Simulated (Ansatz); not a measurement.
# Stability checks on a candidate for NaH

The structure comes from a generated guess, relaxed at this level; another structure or a mixture of phases may lie lower.

Method: DFT PBE, scalar-relativistic, plane waves, PAW (Ansatz). Cutoff 420 eV, Γ-centred 8×8×6 mesh (4-atom cell), Gaussian smearing of 0.02 eV, no spin polarisation.

```cif
data_structure
_symmetry_space_group_name_H-M 'P6_3/mmc'
_symmetry_Int_Tables_number 194
_cell_length_a 3.9696
_cell_length_b 3.9696
_cell_length_c 4.8815
_cell_angle_alpha 90.000
_cell_angle_beta 90.000
_cell_angle_gamma 120.000
_cell_volume 66.61
loop_
_atom_site_label
_atom_site_type_symbol
_atom_site_symmetry_multiplicity
_atom_site_Wyckoff_symbol
_atom_site_fract_x
_atom_site_fract_y
_atom_site_fract_z
_atom_site_occupancy
Na1 Na 2 c 0.33333 0.66667 0.25000 1
H1 H 2 d 0.33333 0.66667 0.75000 1
```

The zero of energy is the elements' standard structures at the same level (H₂ as a molecule); no fitted shifts are applied.

Task: These tests were run: energy against the elements; phonons on a 2×2×2 q mesh. What do they show?

Result:

```
                       test                         result
energy against the elements                 −0.171 eV/atom
  phonons on a 2×2×2 q mesh  no imaginary mode on the mesh
```

It fails none of these tests. Whether a mixture of other phases lies lower isn't tested here.

With hydrogen, zero-point motion can shift formation energies by some tens of meV/atom. The run for the phonons used an 8×8×6 k mesh.
